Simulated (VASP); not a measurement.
A run of VASP 6.6.1 is set up as follows.

INCAR

```
SYSTEM = GaN
PREC = Accurate
ENCUT = 520
EDIFF = 1E-7
ISMEAR = 0
SIGMA = 0.05
LREAL = .False.
LASPH = .True.
NELM = 80
ALGO = Fast
ISIF = 2
LWAVE = .False.
LCHARG = .False.
GGA = PE
NBANDS = 16
```

File KPOINTS:

```
regular mesh
0
Gamma
  14 14 14
  0 0 0
```

The input POSCAR:

```
GaN
1.0
    0.0000000000      2.1912849188      2.1912849188
    2.1352350000      0.0560499188      2.1352350000
    2.1352350000      2.1352350000      0.0560499188
Ga N
1 1
Direct
    0.0000000000      0.0000000000      0.0000000000
    0.5000000000      0.5000000000      0.5000000000
```

Potentials or basis: VASP PAW PBE potentials, release 64 (Ga_d, N).

Launch:

```console
$ cat potpaw_PBE.64/Ga_d/POTCAR potpaw_PBE.64/N/POTCAR > POTCAR
$ mpirun -np 1 vasp_std > vasp.out
```

Problem. What does it give for the pressure?

Solution. 0.7 GPa.

Problem. Predict the band gap on the k mesh.

Solution. 0.07 eV, indirect (least direct gap 1.98 eV).

Stress tensor (GPa, compression positive):
```
  0.15   0.00   0.00
  0.00   0.99 -10.73
  0.00 -10.73   0.99
```

A k mesh can miss the band edges.
